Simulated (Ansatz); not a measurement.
A run of Ansatz 0.2.0 is set up as follows.

The input input.yaml:

```yaml
crystal:
  lattice:
    - [0.0, 2.03, 2.03]
    - [2.03, 0.0, 2.03]
    - [2.03, 2.03, 0.0]
  atoms:
    - { symbol: Ti, position: [0.0, 0.0, 0.0] }
kpoints:
  mp_grid: { grid: [11, 11, 11] }
scf:
  occupations: { method: fermi_dirac, width: 0.05 }
hamiltonian:
  xc: pbesol
  pseudopotentials: { kind: all_electron, lapw: { basis_error: 0.001 } }
output:
  forces: true
  stress: true
relax:
  f_tol: 0.01
  max_steps: 60
  cell: { p_target: 20 }
```

Potentials or basis: all-electron LAPW, scalar-relativistic.

The run is started by

```console
$ ansatz run input.yaml --threads 1 --pin off --max-ram 3072MiB --backend cpu --events-out ev --progress --plain --runs-dir out
```

Task: Estimate the relaxed cell.

Result: a = 2.738 Å, b = 2.738 Å, c = 2.738 Å, α = 60.00°, β = 60.00°, γ = 60.00°.

Task: Predict the relaxed volume.

Result: 14.52 Å³/atom.

Task: Predict the space group after relaxing (to 0.05 Å).

Result: Fm-3m (No. 225).

Step by step:
```tsv
step	energy change (eV)	largest force (eV/Å)	volume (Å³)
1	0.0000	0.0000	16.73
2	0.1347	0.0000	14.40
3	0.1172	0.0000	14.54
4	0.1196	0.0000	14.52
5	0.1196	0.0000	14.52
```
